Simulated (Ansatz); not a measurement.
# BN (P6_3/mmc): the PBE gap against the k mesh of the density

How far can the k mesh of the density be lowered for the gap of BN (P6_3/mmc)?

Method: DFT, PBE, plane waves, PAW, in Ansatz 0.2.0.

The database entry behind the starting cell differs from later determinations by our own check (about 0.3 % short, minor phase), so it need not match the best structure at ambient conditions.

## (1) The structure

It takes space group P6_3/mmc (No. 194, hexagonal). Conventional cell: a = 2.498 Å, b = 2.498 Å, c = 6.636 Å, α = 90.00°, β = 90.00°, γ = 120.00°. Nearest to B lie 3 N at 1.44 Å. Nearest to N lie 3 B at 1.44 Å. Farther neighbours and most contacts between anions are not listed.

The cell and positions come from the Crystallography Open Database and are kept as given unless a step says otherwise. The default PAW set here is soft_2. Its files were made with PBE.

## (2) k mesh of the density: 6×6×2

input.yaml

```yaml
crystal:
  lattice:
    - [2.49824, 0.0, 0.0]
    - [-1.24912, 2.1635393048, 0.0]
    - [0.0, 0.0, 6.6357]
  atoms:
    - { symbol: B, position: [0.3333333333, 0.6666666667, 0.25] }
    - { symbol: B, position: [0.6666666667, 0.3333333333, 0.75] }
    - { symbol: "N", position: [0.3333333333, 0.6666666667, 0.75] }
    - { symbol: "N", position: [0.6666666667, 0.3333333333, 0.25] }
kpoints:
  mp_grid: { grid: [6, 6, 2] }
  band_path:
    path:
      - [0.0, 0.0, 0.0]
      - [0.5, 0.0, 0.0]
      - [0.33333333, 0.33333333, 0.0]
      - [0.0, 0.0, 0.5]
      - [0.5, 0.0, 0.5]
      - [0.33333333, 0.33333333, 0.5]
      - [0.299999997, 0.299999997, 0.0]
    npoints: 1
hamiltonian:
  xc: pbe
scf:
  occupations: { method: fixed }
  n_extra_bands: 5
output:
  eigenvalues: true
```

Started as:

```bash
$ ansatz run input.yaml --threads 2 --pin off --max-ram 92160MiB --backend cuda --events-out ev --progress --plain --runs-dir out --devices 1 --max-vram 13GiB  # rebuilt from the run's record
```

Numbers of over 12 decimals in the logs are rounded to 6 here.

What it wrote:

```text
scf.n_extra_bands = 5 over 8 filled bands (N_el = 16.0): the run solves 13 bands
GPUs: using 1 of 1 available (devices: 1).
Engine: ansatz 0.2.0, x86_64-unknown-linux-gnu
Pseudopotentials: kind: paw
Pseudopotential: B, paw, valence charge 3, recommended cutoff 420 eV (normal), B.paw.azcp
Pseudopotential: N, paw, valence charge 5, recommended cutoff 420 eV (normal), N.paw.azcp
Functional definition: PBE
  parameter kappa = 0.804
  parameter beta = 0.066725
  exchange = pbe_x(kappa = kappa, mu = beta*pi^2/3)
  correlation = pbe_c(beta = beta)
device memory: the entry about to start is reckoned to put 0.6 GiB on a device that reports 52.2 GiB free (of which the cap on the GPU budget leaves the run 13.0 GiB)
GPU FFT provider: cuFFT
GPU libraries: cuBLAS 13.8.2, cuFFT 12.4.0, cuSOLVER 12.3.4
Crystal: 4 atoms, lattice volume = 35.866 Å³
Basis set: ecut = 420 eV, 689 PW (Γ)
Bands: 13, of which v1, the nominal top of the filled ones, is band 8 counted from 1 (7 counted from 0)
Symmetry: 24 space group operations
Space group: P63/mmc (ITA 194), of the structure as read, at distance tolerance 3.3e-5 Å
k-points: 14 of 72
Non-local potential: B, projectors of the file, l = 0: 2, l = 1: 2, l = 2: 1
Non-local potential: N, projectors of the file, l = 0: 2, l = 1: 2, l = 2: 1
PAW form: soft (Blöchl's): semilocal exchange-correlation on the pseudo side does not see the compensation charge
PAW one-centre angular grid: B, 110 points (default); XC on 64 Gauss nodes
PAW one-centre angular grid: N, 110 points (default); XC on 64 Gauss nodes
Initial density: superposition of atomic densities (neutral atoms: chi_scale 0, normalization atom), corrected by the library's trained network
Initial wavefunctions: pseudopotential atomic-orbital guess
GPU buffer pool allocated for 14580 grid points (all kernels)
GPU transforms: local potential and band sums: pruned to the plane-wave sphere, on 18×18×45
Functional: x = pbe(κ = 0.804, μ = 0.219515), c = pbe(β = 0.066725)
SCF iter   1: F=—  HF=-1084.799135 eV  |F-HF|=—  |Δ(HF+E_count)|=         —  Δρ=1.47e-3  dr2=2.02e-4  ethr=1.77e-3  ⟨swp⟩=5.1  Hψ=973  notcnv=0  defer=34
preconditioner: auto → none  [insulator: Δε(μ)=4.289 eV  Ē_g=16.671 eV  n_scr=4 (ndim 8)  ℏωp=24.8 eV  f_vac=0.022  ε∞_Penn≈3.2]
SCF iter   2: F=—  HF=-1084.800185 eV  |F-HF|=—  |Δ(HF+E_count)|=   1.05e-3  Δρ=7.50e-4  dr2=4.19e-5  ethr=1.27e-6  ⟨swp⟩=2.0  Hψ=419  notcnv=0  defer=42
SCF iter   3: F=—  HF=-1084.800505 eV  |F-HF|=—  |Δ(HF+E_count)|=   3.20e-4  Δρ=3.43e-4  dr2=8.61e-6  ethr=2.62e-7  ⟨swp⟩=2.0  Hψ=296  notcnv=0  defer=38
iter 4 did not close the SCF: its close was put off for the readings that it lacked (scf_convergence_deferred on its scf_iter line)
SCF iter   4: F=-1084.800582 eV  HF=-1084.800582 eV  |F-HF|=2.56e-7  |Δ(HF+E_count)|=   7.71e-5  Δρ=2.13e-5  dr2=5.29e-8  ethr=5.38e-8  ⟨swp⟩=2.0  Hψ=294  notcnv=0  defer=42
iter 5 did not close the SCF: its close was put off for the readings that it lacked (scf_convergence_deferred on its scf_iter line)
SCF iter   5: F=-1084.800582 eV  HF=-1084.800582 eV  |F-HF|=1.33e-8  |Δ(HF+E_count)|=   2.73e-7  Δρ=4.89e-6  dr2=3.77e-9  ethr=3.30e-10  ⟨swp⟩=2.0  Hψ=278  notcnv=0  defer=42
SCF iter   6: F=-1084.800582 eV  HF=-1084.800582 eV  |F-HF|=1.75e-10  |Δ(HF+E_count)|=   1.52e-8  Δρ=6.31e-7  dr2=7.23e-11  ethr=2.36e-11  ⟨swp⟩=5.3  Hψ=858  notcnv=0
SCF 1 converged in 6 iterations: F = -1084.800582 eV  dr2 = 7.23e-11
[...]
device memory: the entry about to start is reckoned to put 0.5 GiB on a device that reports 52.2 GiB free (of which the cap on the GPU budget leaves the run 13.0 GiB)
NSCF: frozen V_eff on 7 k-points
SCF converged after 6 iterations
Free energy (F): -1084.800582 eV
Harris-Foulkes:  -1084.800582 eV  (|F-HF|=1.75e-10)
Internal energy: -1084.800582 eV  (E = F + TS)
E sigma→0 (E₀):  -1084.800582 eV
Fermi energy:    4.793338 eV
--- Per-component energies (eV) ---
  E_band       = -37.436600
  E_kinetic    = 367.650507
  E_local      = -693.909217  (includes V_loc(G=0)·N_el)
  E_nonlocal   = 115.811313
  E_hartree    = 223.941235
  E_xc         = -184.630595
  E_vxc        = -229.079289  (∫ρ·V_xc dr)
  E_paw        = -413.732815  (= ΣΔE_a)
  E_vpaw       = -45.792686  (= ΣTr[D̂ρ^β])
  E_aug_tail   = 0.000198  (compensation charges beyond the density's cutoff)
  E_ewald      = -499.931209
  E_smearing   = -0.000000  (= −TS)
  E_closure    = 0.000000  (closes the sum)
  Σ components = -1084.800582   (vs F -1084.800582, Δ=0.00e0)
--- Band table (eV; the first three rows and the last of 14) ---
  k-point 0: bands = [... 4 lower, 3.4732, 3.4732, 3.5104, 3.5104, 10.0616, 15.1429, 16.4280, 16.4280, ... 1 higher]
  k-point 1: bands = [... 4 lower, 3.4913, 3.4913, 3.4913, 3.4913, 12.4367, 12.4367, 16.4887, 16.4887, ... 1 higher]
  k-point 2: bands = [... 4 lower, 1.4918, 1.5314, 2.5720, 2.6206, 10.9623, 14.6551, 15.8675, 15.9998, ... 1 higher]
  k-point 13: bands = [... 4 lower, -2.3632, -2.3632, 4.7933, 4.7933, 9.4570, 9.4570, 16.8382, 16.8382, ... 1 higher]
```

Run time: 1.9 s. Hardware: 1 × NVIDIA H100 80GB HBM3 (shared by 6 runs) with 2 threads of AMD EPYC 7R13 (Zen 3), shared host; peak memory 0.88 GiB.

Numbers from this step:

```yaml
gap: 4.252 eV
valence_top_at: k = (0.300, 0.300, 0.000)
conduction_bottom_at: M
least_direct_gap: 4.664 eV
```

The gap is indirect, with the least direct gap 0.41 eV higher.

## (3) k mesh of the density: 12×12×4 (the default)

input.yaml, the sections that differ from step 2:

```yaml
kpoints:
  mp_grid: { grid: [12, 12, 4] }
  band_path:
    path:
      - [[0.0, 0.0, 0.0], [0.5, 0.0, 0.0], [0.33333333, 0.33333333, 0.0], [0.0, 0.0, 0.0], [0.0, 0.0, 0.5], [0.5, 0.0, 0.5], [0.33333333, 0.33333333, 0.5], [0.0, 0.0, 0.5]]
      - [[0.5, 0.0, 0.5], [0.5, 0.0, 0.0]]
      - [[0.33333333, 0.33333333, 0.5], [0.33333333, 0.33333333, 0.0]]
    npoints: 10
scf:
  occupations: { method: fermi_dirac, width: 0.02 }
  n_extra_bands: 5
output:
  eigenvalues: true
  write_density: true
  write_potential: true
  elf: true
  volumetric_format: npy
# crystal, hamiltonian: as in step 2
```

What it wrote:

```text
[...]
GPUs: using 1 of 1 available (devices: 1).
[...]
GPU FFT provider: cuFFT
GPU libraries: cuBLAS 13.8.2, cuFFT 12.4.0, cuSOLVER 12.3.4
Crystal: 4 atoms, lattice volume = 35.866 Å³
Basis set: ecut = 420 eV, 689 PW (Γ)
Bands: 13, of which v1, the nominal top of the filled ones, is band 8 counted from 1 (7 counted from 0)
Symmetry: 24 space group operations
[...]
k-points: 57 of 576
[...]
--- Band table (eV; the first three rows and the last of 57) ---
  k-point 0: bands = [... 4 lower, 3.4723, 3.4723, 3.5094, 3.5094, 10.0609, 15.1421, 16.4271, 16.4271, ... 1 higher]
  k-point 1: bands = [... 4 lower, 3.4778, 3.4778, 3.5036, 3.5036, 10.7629, 14.2441, 16.4450, 16.4450, ... 1 higher]
  k-point 2: bands = [... 4 lower, 3.4903, 3.4903, 3.4903, 3.4903, 12.4360, 12.4360, 16.4878, 16.4878, ... 1 higher]
  k-point 56: bands = [... 4 lower, -2.3641, -2.3641, 4.7929, 4.7929, 9.4565, 9.4565, 16.8378, 16.8378, ... 1 higher]
[key lines of the parts left out:]
SCF converged after 6 iterations
Free energy (F): -1084.801869 eV
Fermi energy:    6.955085 eV
```

The job ended after 3.2 s (1 × NVIDIA H100 80GB HBM3 (shared by 6 runs) with 2 threads; peak memory 0.89 GiB; 3.7 s of CPU time).

Numbers from this step:

```
gap                  : 4.252 eV
valence top at       : k = (0.300, 0.300, 0.000)
conduction bottom at : M
least direct gap     : 4.664 eV
```

The gap is 4.252 eV, as in the run before at this level.

## (4) k mesh of the density: 18×18×6

input.yaml, the sections that differ from step 3:

```yaml
kpoints:
  mp_grid: { grid: [18, 18, 6] }
  band_path:
    path:
      - [0.0, 0.0, 0.0]
      - [0.5, 0.0, 0.0]
      - [0.33333333, 0.33333333, 0.0]
      - [0.0, 0.0, 0.5]
      - [0.5, 0.0, 0.5]
      - [0.33333333, 0.33333333, 0.5]
      - [0.299999997, 0.299999997, 0.0]
    npoints: 1
scf:
  occupations: { method: fixed }
  n_extra_bands: 5
# crystal, hamiltonian, output: as in step 3
```

What it wrote:

```text
[...]
GPUs: using 1 of 1 available (devices: 1).
[...]
GPU FFT provider: cuFFT
GPU libraries: cuBLAS 13.8.2, cuFFT 12.4.0, cuSOLVER 12.3.4
Crystal: 4 atoms, lattice volume = 35.866 Å³
Basis set: ecut = 420 eV, 689 PW (Γ)
Bands: 13, of which v1, the nominal top of the filled ones, is band 8 counted from 1 (7 counted from 0)
Symmetry: 24 space group operations
[...]
k-points: 148 of 1944
[...]
--- Band table (eV; the first three rows and the last of 148) ---
  k-point 0: bands = [... 4 lower, 3.4723, 3.4723, 3.5094, 3.5094, 10.0609, 15.1421, 16.4271, 16.4271, ... 1 higher]
  k-point 1: bands = [... 4 lower, 3.4748, 3.4748, 3.5070, 3.5070, 10.3843, 14.7085, 16.4351, 16.4351, ... 1 higher]
  k-point 2: bands = [... 4 lower, 3.4817, 3.4817, 3.4997, 3.4997, 11.2516, 13.6835, 16.4575, 16.4575, ... 1 higher]
  k-point 147: bands = [... 4 lower, -2.3641, -2.3641, 4.7929, 4.7929, 9.4565, 9.4565, 16.8378, 16.8378, ... 1 higher]
[key lines of the parts left out:]
SCF converged after 6 iterations
Free energy (F): -1084.801907 eV
Fermi energy:    4.832217 eV
```

It took 4.3 s on 1 × NVIDIA H100 80GB HBM3 (shared by 6 runs) with 2 threads; peak memory 0.92 GiB.

This step gave:

- gap: 4.252 eV
- valence top at: k = (0.300, 0.300, 0.000)
- conduction bottom at: M
- least direct gap: 4.664 eV

The gap is 4.252 eV, as in the run before at this level.

## (5) The series

Differences are against the last row; a negative gap means that bands overlap, and a run with a band path holds that path's time. Times are wall times on 1 × NVIDIA H100 80GB HBM3 (shared by 6 runs) with 2 threads of AMD EPYC 7R13 (Zen 3), shared host, good to a factor of about two.

```csv
k mesh of the density,gap (eV),direct gap (eV),gap error (eV),energy error (meV/atom),irreducible k,time
6×6×2,4.252,4.664,+0.000,+0.3,14,1.9 s
12×12×4,4.252,4.664,+0.000,+0.0,57,3.2 s
18×18×6,4.252,4.664,+0.000,+0.0,148,4.3 s
```

## (6) Outcome

| Quantity | Value |
| --- | --- |
| 6×6×2 | 4.252 eV |
| 12×12×4 | 4.252 eV |
| 18×18×6 | 4.252 eV |

In words: The gap holds to 0.02 eV from 6×6×2 on, the cheapest setting tried. At 6×6×2 the gap is off by +0.000 eV and the energy by +0 meV/atom. The gap is read over the mesh and added points near the edges, so meshes differ mainly through the density and, for a hybrid, the exchange operator.

[Paths, hosts, dates, memory and timing lines, banners, echoed tables and standing remarks are left out of the program output.]

[Logs are printed without paths, hosts, clocks, repeated set-up lines and the standing remarks that a program may print on its own settings, such as how far it seeks lower states.]

[Runs of the session that timed out or met a known fault of the program may be left out.]

[Cells called generated may have been cut or substituted from an entry of the Crystallography Open Database or the Materials Project.]

[Hosts, paths, dates, database ids (printed as entryN), source tags and the programs' standing remarks are cut or masked in the printed files.]
